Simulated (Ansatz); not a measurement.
Ansatz input file:

```yaml
crystal:
  lattice:
    - [3.4490309666, 0.0, 0.0]
    - [-1.7245154833, 2.9869484355, 0.0]
    - [0.0, 0.0, 5.2482041045]
  atoms:
    - { symbol: Zr, position: [0.0, 0.0, 0.0] }
    - { symbol: S, position: [0.6666666667, 0.3333333333, 0.719515809] }
    - { symbol: S, position: [0.3333333333, 0.6666666667, 0.280484191] }
basis:
  ecutwfc: 420
kpoints:
  mp_grid: { grid: [12, 12, 6] }
hamiltonian:
  xc: pbesol
  dispersion: d3bj
scf:
  occupations: { method: gaussian, width: 0.01 }
output:
  forces: true
  stress: true
  eigenvalues: true
  write_density: true
  write_potential: true
  elf: true
  volumetric_format: npy
relax:
  adjacent_minimum: "off"
  f_tol: 0.01
  max_steps: 30
  cell: { stress_tol: 0.1, fix: [volume] }
```

Command:
```bash
ansatz run input.yaml --threads 1 --pin off --max-ram 2560MiB --backend cpu --events-out ev --progress --plain --runs-dir out
```

These are results of Ansatz, DFT PBEsol+D3(BJ), scalar-relativistic, plane waves, PAW, not measurements.

Abridged output:

```
Pseudopotentials: kind: paw
Pseudopotential: Zr, paw, valence charge 12, recommended cutoff 420 eV (normal)
Pseudopotential: S, paw, valence charge 6, recommended cutoff 420 eV (normal)
Functional definition: PBEsol
Crystal: 3 atoms, lattice volume = 54.067 Å³
Basis set: ecut = 420 eV, 1085 PW (Γ), exchange–correlation on 48×48×72 points (8 copies of the dense FFT grid, shifted against one another)
Bands: 16, of which v1, the nominal top of the filled ones, is band 12 counted from 1 (11 counted from 0)
Symmetry: 12 space group operations
Space group: P-3m1 (ITA 164), of the structure as read, at distance tolerance 3.8e-5 Å
k-points: 100 of 864
Initial density: superposition of atomic densities (neutral atoms: chi_scale 0, normalization atom), corrected by the library's trained network
Initial wavefunctions: pseudopotential atomic-orbital guess
Functional: x = pbesol(κ = 0.804, μ = 0.12345679), c = pbesol(β = 0.046)
SCF iter   1: F=—  HF=-5903.994945 eV  |F-HF|=—  |Δ(HF+E_count)|=         —  Δρ=6.05e-3  dr2=3.47e-2  ethr=1.77e-3  ⟨swp⟩=6.1  Hψ=9233  notcnv=0
SCF iter   2: F=—  HF=-5903.986845 eV  |F-HF|=—  |Δ(HF+E_count)|=   8.10e-3  Δρ=2.00e-3  dr2=2.59e-3  ethr=1.44e-4  ⟨swp⟩=2.9  Hψ=3299  notcnv=0  defer=2
SCF iter   3: F=—  HF=-5903.986665 eV  |F-HF|=—  |Δ(HF+E_count)|=   1.80e-4  Δρ=8.73e-4  dr2=8.02e-4  ethr=1.08e-5  ⟨swp⟩=2.0  Hψ=2776  notcnv=0  defer=2
SCF iter   4: F=—  HF=-5903.986589 eV  |F-HF|=—  |Δ(HF+E_count)|=   7.61e-5  Δρ=2.78e-4  dr2=2.43e-5  ethr=3.34e-6  ⟨swp⟩=2.0  Hψ=2127  notcnv=0  defer=2
SCF iter   5: F=—  HF=-5903.986619 eV  |F-HF|=—  |Δ(HF+E_count)|=   3.02e-5  Δρ=3.54e-5  dr2=5.95e-7  ethr=1.01e-7  ⟨swp⟩=2.9  Hψ=2836  notcnv=0  defer=2
SCF iter   6: F=-5903.986619 eV  HF=-5903.986619 eV  |F-HF|=6.08e-9  |Δ(HF+E_count)|=   1.21e-7  Δρ=5.17e-6  dr2=4.73e-9  ethr=4.17e-10  ⟨swp⟩=9.8  Hψ=11393  notcnv=0
SCF 1 converged in 6 iterations: F = -5903.986619 eV  dr2 = 4.73e-9
relax step   1: F+E_penalty+E_count = -5903.98661929 eV  Δ(F+E_penalty+E_count) = +0.000e0 eV  max|allowed force component| = 4.442e-1 eV/Å  Δτ_max = 0.0000 Å  P = +10.801 GPa  Ω = 54.067 Å³  fix = [volume]  reactions: volume +10.801 GPa (6 SCF iters, dr2 threshold 1.00e-7 eV, accepted)
Basis set: ecut = 420 eV, 1079 PW (Γ), exchange–correlation on 48×48×72 points (8 copies of the dense FFT grid, shifted against one another)
Initial density: handed on by an earlier stage of this run
Initial wavefunctions: those handed on with the density
SCF iter   1: F=—  HF=-5903.990554 eV  |F-HF|=—  |Δ(HF+E_count)|=         —  Δρ=1.79e-3  dr2=1.80e-3  ethr=7.69e-6  ⟨swp⟩=2.0  Hψ=11433  notcnv=0
SCF iter   2: F=—  HF=-5903.990078 eV  |F-HF|=—  |Δ(HF+E_count)|=   4.75e-4  Δρ=7.35e-4  dr2=2.28e-4  ethr=7.48e-6  ⟨swp⟩=2.7  Hψ=2690  notcnv=0
SCF iter   3: F=—  HF=-5903.989982 eV  |F-HF|=—  |Δ(HF+E_count)|=   9.65e-5  Δρ=2.04e-4  dr2=4.85e-5  ethr=9.51e-7  ⟨swp⟩=2.0  Hψ=2214  notcnv=0
SCF iter   4: F=—  HF=-5903.989973 eV  |F-HF|=—  |Δ(HF+E_count)|=   8.83e-6  Δρ=6.31e-5  dr2=1.34e-6  ethr=2.02e-7  ⟨swp⟩=2.0  Hψ=2202  notcnv=0
SCF iter   5: F=-5903.989973 eV  HF=-5903.989973 eV  |F-HF|=4.75e-9  |Δ(HF+E_count)|=   9.92e-8  Δρ=8.97e-6  dr2=2.16e-8  ethr=5.57e-9  ⟨swp⟩=2.3  Hψ=2238  notcnv=0
SCF iter   6: F=-5903.989973 eV  HF=-5903.989973 eV  |F-HF|=2.09e-11  |Δ(HF+E_count)|=   9.30e-9  Δρ=9.40e-7  dr2=3.27e-10  ethr=9.02e-11  ⟨swp⟩=5.6  Hψ=9255  notcnv=0
SCF 2 converged in 6 iterations: F = -5903.989973 eV  dr2 = 3.27e-10
relax step   2: F+E_penalty+E_count = -5903.98997300 eV  Δ(F+E_penalty+E_count) = -3.354e-3 eV  max|allowed force component| = 3.577e-1 eV/Å  Δτ_max = 0.0489 Å  P = +7.247 GPa  Ω = 54.067 Å³  energy of the carried Pulay correction = +2.547e-18 eV  fix = [volume]  reactions: volume +7.247 GPa (6 SCF iters, dr2 threshold 3.00e-7 eV, accepted)
SCF iter   1: F=—  HF=-5903.998422 eV  |F-HF|=—  |Δ(HF+E_count)|=         —  Δρ=1.08e-3  dr2=8.85e-4  ethr=3.78e-6  ⟨swp⟩=2.1  Hψ=11349  notcnv=0
SCF iter   2: F=—  HF=-5903.998251 eV  |F-HF|=—  |Δ(HF+E_count)|=   1.71e-4  Δρ=4.09e-4  dr2=8.24e-5  ethr=3.69e-6  ⟨swp⟩=2.5  Hψ=2333  notcnv=0
SCF iter   3: F=—  HF=-5903.998218 eV  |F-HF|=—  |Δ(HF+E_count)|=   3.32e-5  Δρ=1.74e-4  dr2=3.29e-5  ethr=3.43e-7  ⟨swp⟩=2.0  Hψ=2281  notcnv=0
SCF iter   4: F=—  HF=-5903.998213 eV  |F-HF|=—  |Δ(HF+E_count)|=   5.24e-6  Δρ=4.19e-5  dr2=5.36e-7  ethr=1.37e-7  ⟨swp⟩=2.0  Hψ=2146  notcnv=0
SCF iter   5: F=-5903.998213 eV  HF=-5903.998213 eV  |F-HF|=1.01e-9  |Δ(HF+E_count)|=   1.55e-7  Δρ=4.61e-6  dr2=5.73e-9  ethr=2.23e-9  ⟨swp⟩=2.6  Hψ=2465  notcnv=0
SCF iter   6: F=-5903.998213 eV  HF=-5903.998213 eV  |F-HF|=8.37e-11  |Δ(HF+E_count)|=   2.26e-9  Δρ=6.75e-7  dr2=2.27e-10  ethr=2.39e-11  ⟨swp⟩=5.2  Hψ=9108  notcnv=0
SCF 3 converged in 6 iterations: F = -5903.998213 eV  dr2 = 2.27e-10
relax step   3: F+E_penalty+E_count = -5903.99821290 eV  Δ(F+E_penalty+E_count) = -8.240e-3 eV  max|allowed force component| = 1.233e-2 eV/Å  Δτ_max = 0.0218 Å  P = +8.702 GPa  Ω = 54.067 Å³  energy of the carried Pulay correction = +2.547e-18 eV  fix = [volume]  reactions: volume +8.702 GPa (6 SCF iters, dr2 threshold 3.00e-7 eV, accepted)
Basis set: ecut = 420 eV, 1073 PW (Γ), exchange–correlation on 48×48×72 points (8 copies of the dense FFT grid, shifted against one another)
SCF iter   1: F=—  HF=-5903.998299 eV  |F-HF|=—  |Δ(HF+E_count)|=         —  Δρ=4.86e-4  dr2=2.36e-4  ethr=1.25e-6  ⟨swp⟩=2.0  Hψ=11257  notcnv=0
SCF iter   2: F=—  HF=-5903.998246 eV  |F-HF|=—  |Δ(HF+E_count)|=   5.31e-5  Δρ=1.92e-4  dr2=1.93e-5  ethr=9.82e-7  ⟨swp⟩=2.0  Hψ=2135  notcnv=0
SCF iter   3: F=—  HF=-5903.998244 eV  |F-HF|=—  |Δ(HF+E_count)|=   2.36e-6  Δρ=9.46e-5  dr2=5.85e-6  ethr=8.05e-8  ⟨swp⟩=2.0  Hψ=2241  notcnv=0
SCF iter   4: F=-5903.998243 eV  HF=-5903.998243 eV  |F-HF|=2.44e-8  |Δ(HF+E_count)|=   3.28e-7  Δρ=1.96e-5  dr2=9.60e-8  ethr=2.44e-8  ⟨swp⟩=2.1  Hψ=2038  notcnv=0
SCF iter   5: F=-5903.998243 eV  HF=-5903.998243 eV  |F-HF|=7.64e-11  |Δ(HF+E_count)|=   3.73e-8  Δρ=2.02e-6  dr2=1.08e-9  ethr=4.00e-10  ⟨swp⟩=2.5  Hψ=2538  notcnv=0
SCF iter   6: F=-5903.998243 eV  HF=-5903.998243 eV  |F-HF|=1.46e-11  |Δ(HF+E_count)|=  4.23e-10  Δρ=4.64e-7  dr2=7.12e-11  ethr=4.51e-12  ⟨swp⟩=4.9  Hψ=8398  notcnv=0
SCF 4 converged in 6 iterations: F = -5903.998243 eV  dr2 = 7.12e-11
relax step   4: F+E_penalty+E_count = -5903.99824345 eV  Δ(F+E_penalty+E_count) = -3.055e-5 eV  max|allowed force component| = 2.839e-2 eV/Å  Δτ_max = 0.0018 Å  P = +8.900 GPa  Ω = 54.067 Å³  fix = [volume]  reactions: volume +8.900 GPa (6 SCF iters, dr2 threshold 3.00e-7 eV, accepted)
SCF iter   1: F=—  HF=-5903.998491 eV  |F-HF|=—  |Δ(HF+E_count)|=         —  Δρ=2.19e-4  dr2=4.70e-5  ethr=2.42e-7  ⟨swp⟩=2.4  Hψ=10906  notcnv=0
SCF iter   2: F=—  HF=-5903.998462 eV  |F-HF|=—  |Δ(HF+E_count)|=   2.88e-5  Δρ=8.83e-5  dr2=3.96e-6  ethr=1.96e-7  ⟨swp⟩=2.0  Hψ=2134  notcnv=0
SCF iter   3: F=—  HF=-5903.998462 eV  |F-HF|=—  |Δ(HF+E_count)|=   4.66e-7  Δρ=4.33e-5  dr2=1.19e-6  ethr=1.65e-8  ⟨swp⟩=2.0  Hψ=2243  notcnv=0
SCF iter   4: F=-5903.998462 eV  HF=-5903.998462 eV  |F-HF|=3.71e-9  |Δ(HF+E_count)|=   6.92e-8  Δρ=8.87e-6  dr2=2.01e-8  ethr=4.97e-9  ⟨swp⟩=2.1  Hψ=2034  notcnv=0
SCF iter   5: F=-5903.998462 eV  HF=-5903.998462 eV  |F-HF|=2.82e-11  |Δ(HF+E_count)|=   6.60e-9  Δρ=8.98e-7  dr2=1.99e-10  ethr=8.37e-11  ⟨swp⟩=2.5  Hψ=2560  notcnv=0
SCF iter   6: F=-5903.998462 eV  HF=-5903.998462 eV  |F-HF|=2.73e-12  |Δ(HF+E_count)|=  8.37e-11  Δρ=2.12e-7  dr2=1.43e-11  ethr=1.00e-12  ⟨swp⟩=4.3  Hψ=7963  notcnv=0
SCF 5 converged in 6 iterations: F = -5903.998462 eV  dr2 = 1.43e-11
relax step   5: F+E_penalty+E_count = -5903.99846175 eV  Δ(F+E_penalty+E_count) = -2.183e-4 eV  max|allowed force component| = 3.101e-4 eV/Å  Δτ_max = 0.0015 Å  P = +8.764 GPa  Ω = 54.067 Å³  energy of the carried Pulay correction = -3.821e-18 eV  fix = [volume]  reactions: volume +8.764 GPa (6 SCF iters, dr2 threshold 2.51e-7 eV, accepted)
Initial wavefunctions: pseudopotential atomic-orbital guess (no wavefunctions were taken with the density)
SCF iter   1: F=—  HF=-5903.998483 eV  |F-HF|=—  |Δ(HF+E_count)|=         —  Δρ=1.15e-6  dr2=6.88e-10  ethr=3.53e-7  ⟨swp⟩=2.9  Hψ=12802  notcnv=0
SCF iter   2: F=—  HF=-5903.998462 eV  |F-HF|=—  |Δ(HF+E_count)|=   2.18e-5  Δρ=8.33e-7  dr2=5.39e-10  ethr=2.87e-12  ⟨swp⟩=3.7  Hψ=4102  notcnv=0
SCF iter   3: F=—  HF=-5903.998462 eV  |F-HF|=—  |Δ(HF+E_count)|=  8.37e-11  Δρ=5.12e-7  dr2=1.53e-10  ethr=2.24e-12  ⟨swp⟩=1.0  Hψ=1600  notcnv=0
SCF iter   4: F=-5903.998462 eV  HF=-5903.998462 eV  |F-HF|=4.73e-11  |Δ(HF+E_count)|=  2.18e-11  Δρ=3.49e-7  dr2=6.91e-11  ethr=1.00e-12  ⟨swp⟩=1.0  Hψ=1600  notcnv=0
SCF iter   5: F=-5903.998462 eV  HF=-5903.998462 eV  |F-HF|=6.37e-12  |Δ(HF+E_count)|=  1.00e-11  Δρ=1.50e-7  dr2=1.00e-11  ethr=1.00e-12  ⟨swp⟩=1.0  Hψ=1600  notcnv=0
SCF iter   6: F=-5903.998462 eV  HF=-5903.998462 eV  |F-HF|=0.00e0  |Δ(HF+E_count)|=    0.00e0  Δρ=1.98e-8  dr2=3.04e-13  ethr=1.00e-12  ⟨swp⟩=1.0  Hψ=1600  notcnv=0
SCF iter   7: F=-5903.998462 eV  HF=-5903.998462 eV  |F-HF|=1.82e-12  |Δ(HF+E_count)|=  2.73e-12  Δρ=2.83e-9  dr2=5.11e-15  ethr=1.00e-12  ⟨swp⟩=1.0  Hψ=1600  notcnv=0
SCF iter   8: F=-5903.998462 eV  HF=-5903.998462 eV  |F-HF|=0.00e0  |Δ(HF+E_count)|=  2.73e-12  Δρ=5.67e-9  dr2=1.63e-14  ethr=1.00e-12  ⟨swp⟩=2.9  Hψ=4971  notcnv=0
SCF 6 converged in 8 iterations: F = -5903.998462 eV  dr2 = 1.63e-14
SCF converged after 8 iterations
Free energy (F): -5903.998462 eV
Harris-Foulkes:  -5903.998462 eV  (|F-HF|=0.00e0)
Internal energy: -5903.998426 eV  (E = F + TS)
E sigma→0 (E₀):  -5903.998444 eV
Entropy (-TS):   -0.000036 eV (-0.012 meV/atom)
Fermi energy:    10.880200 eV
--- Per-component energies (eV) ---
  E_band       = -87.668727
  E_kinetic    = 554.790878
  E_local      = -975.644245  (includes V_loc(G=0)·N_el)
  E_nonlocal   = 137.474317
  E_hartree    = 328.575191
  E_xc         = -356.725205
  E_vxc        = -370.352816  (∫ρ·V_xc dr)
  E_paw        = -4068.187127  (= ΣΔE_a)
  E_vpaw       = -91.087267  (= ΣTr[D̂ρ^β])
  E_aug_tail   = 0.000025  (compensation charges beyond the density's cutoff)
  E_ewald      = -1523.361920
  E_disp       = -1.209959  (pairwise vdW)
  E_core_change = 0.289619  (= ΣΔE_core)
  E_smearing   = -0.000036  (= −TS)
--- Forces (eV/Å), atoms counted from 1 ---
  atom   1  Zr     0.00000000     0.00000000     0.00000000
  atom   2  S      0.00000000     0.00000000     0.00030965
  atom   3  S      0.00000000     0.00000000    -0.00030965
--- Stress (GPa, compression-positive) ---
        8.759301       0.000000       0.000000
        0.000000       8.759301       0.000000
        0.000000       0.000000       8.771263
  P = ⅓ Tr σ = 8.7633 GPa (87.633 kbar)
--- Band table (eV; the first three rows and the last of 100) ---
  k-point 0: bands = ["-37.9771", "-16.2123", "-15.9260", "-15.9260", "-3.4246", "-0.7646", "4.6707", "7.5372", "7.5372", "10.5925", "10.5925", "11.1872", "12.1306", "12.1306", "12.3788", "14.8531"]
  k-point 1: bands = ["-37.9771", "-16.2140", "-15.9259", "-15.9259", "-3.2935", "-1.0330", "5.0628", "7.5805", "7.5805", "10.3143", "10.4245", "10.4245", "12.0925", "12.0925", "12.7674", "15.1651"]
  k-point 2: bands = ["-37.9771", "-16.2174", "-15.9259", "-15.9259", "-2.9167", "-1.6488", "6.0523", "7.6766", "7.6766", "8.8761", "10.1152", "10.1152", "12.0117", "12.0117", "13.0148", "15.8480"]
  k-point 99: bands = ["-37.9259", "-16.2738", "-16.2738", "-16.0756", "-1.3717", "-1.3717", "5.9884", "5.9884", "7.2337", "7.3059", "8.4908", "8.4908", "13.1163", "13.1163", "13.3086", "17.2246"]
--- Relaxed structure (5 steps of the walk, 5 accepted, 1 SCFs on fresh bases) ---
  F+E_penalty+E_count = -5903.99846164 eV   max|allowed force component| = 3.097e-4 eV/Å   (the final SCF, on the basis selected at the relaxed cell)
  cell:  # Å, volume = 54.0674 Å³
    - [3.44920290, 0.0, 0.0]
    - [-1.72460145, 2.98709733, 0.0]
    - [0.0, 0.0, 5.24768089]
  atoms:
    - { symbol: Zr, position: [0.0, 0.0, 0.0] }
    - { symbol: S, position: [0.66666666, 0.33333333, 0.71442194] }
    - { symbol: S, position: [0.33333333, 0.66666666, 0.28557805] }
```

The relaxation met its thresholds.

Time: 23 s on 1 thread of Intel(R) Xeon(R) Platinum 8488C (Sapphire Rapids), with other jobs on the host, peak memory 0.46 GiB.

The smearing is narrow for a metal on this mesh.